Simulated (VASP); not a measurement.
Given:

```
ZnTe
1.0
    0.00000     3.01310     3.01310
    3.01310     0.00000     3.01310
    3.01310     3.01310     0.00000
Zn Te
1 1
Direct
  0.00000   0.00000   0.00000
  0.25000   0.25000   0.25000
```

Level of theory: r2SCAN+rVV10, VASP's PBE PAW potentials (set 64) (plane waves; VASP). Numerical set-up: 520 eV cut-off, 8×8×8 Γ-centred mesh, Gaussian smearing of 0.050 eV, potentials Zn Te.

Task: Give the stress tensor in GPa (positive for a compressed cell).

Result: 
```
1.74  0.00  0.00
0.00  1.74  0.00
0.00  0.00  1.74
```
The pressure is its mean diagonal, 1.74 GPa.

The compound is ZnTe in the zinc blende structure. This cell is one point of a volume scan, at 0.97 of the reference volume.
